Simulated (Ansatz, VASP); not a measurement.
## NaH: VASP beside Ansatz

```
Na H
1.0
     0.00000    2.37042    2.37042
     2.37042    0.00000    2.37042
     2.37042    2.37042    0.00000
Na H
1 1
Cartesian
  0.0000 0.0000 0.0000
  2.3704 2.3704 2.3704
```

Change from the starting cell: hydrostatic strain -1.1%.

Alike in both runs: task single point; functional r2SCAN; k mesh 10 × 10 × 10; no spin polarisation.

|  | VASP | Ansatz |
| --- | --- | --- |
| version | VASP 6.6.1 | Ansatz 0.2.0 |
| potentials or method | VASP PAW PBE potentials, release 64 (Na_pv, H) | plane waves, PAW |
| plane-wave cutoff (eV) | 520 | 500 |
| occupations | gaussian, width 0.01 eV | fixed |
| valence electrons in the cell | 8 | 10 |

Ansatz gave:

- gap on the k mesh at the Fermi level (eV): 4.48
- pressure (GPa): 0.9

Problem. Estimate VASP's values.

Solution. gap on the k mesh at the Fermi level (eV): 4.49; pressure (GPa): 0.7.

The two sets of potentials don't hold the same shells in valence.

Caveats: the PAW data sets were made with another functional, which shifts forces and pressure a little (VASP). A k mesh can miss the band edges.
